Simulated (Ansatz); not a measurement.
Ba (dhcp): energy against volume

Theory: Ansatz 0.2.0, DFT, RPBE, plane waves (420 eV) with PAW, scalar-relativistic. The PAW files were generated under PBE, with cores re-solved for the functional.

The cell is scaled uniformly from the relaxed one, with fractional coordinates and shape fixed. Energies are extrapolated to zero smearing, pressures are those at the given smearing. Magnetic state: spin not included.

A Birch-Murnaghan fit gives V₀ = 69.49 Å³/atom, B₀ = 7.5 GPa, B₀′ = 2.7.

Problem. What are the energy above the minimum and the pressure at 63.754 Å³/atom?

Solution. 12.3 meV/atom and 0.75 GPa as computed.

Problem. What are the energy above the minimum and the pressure at 66.526 Å³/atom?

Solution. 3.1 meV/atom and 0.38 GPa as computed.

Problem. What are the energy above the minimum and the pressure at 74.842 Å³/atom?

Solution. 8.8 meV/atom and -0.47 GPa as computed.
